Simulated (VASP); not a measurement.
A run of VASP 6.6.1:

File INCAR:

```
PREC = Accurate
ENCUT = 550
EDIFF = 1E-6
ISMEAR = 0
SIGMA = 0.01
LREAL = False
LASPH = True
NELM = 100
ALGO = Normal
ISIF = 2
LWAVE = False
LCHARG = False
METAGGA = R2SCAN
LMIXTAU = True
IVDW = 13
VDW_S6 = 1.0
VDW_S8 = 0.6018749
VDW_A1 = 0.51559235
VDW_A2 = 5.77342911
IBRION = 2
NSW = 60
EDIFFG = -0.005
```

KPOINTS

```
Automatic mesh
0
Gamma
  9 9 9
```

POSCAR

```
As
1.0
    1.8807968987      1.0858785957      3.5140619945
   -1.8807968987      1.0858785957      3.5140619945
    0.0000000000     -2.1717571915      3.5140619945
As
2
Selective dynamics
Direct
    0.2275980000      0.2198840000      0.2274260000  F F F
    0.7724990000      0.7691840000      0.7760550000  T T T
```

Potentials or basis: VASP PAW PBE potentials, release 64 (As_GW).

The run is started by

```bash
$ cat potpaw_PBE.64/As_GW/POTCAR > POTCAR
$ mpirun -np 1 vasp_std > vasp.out
```

Hardware: 1 thread of Intel(R) Xeon(R) 6975P-C (Granite Rapids), with other jobs on the host.

Question: How long does it take, and how much memory?

Answer: Run time: 11 min on 1 thread of Intel(R) Xeon(R) 6975P-C (Granite Rapids), with other jobs on the host, peak memory 0.31 GiB. Counts: scf iterations 35, k points 365, ion steps 6.
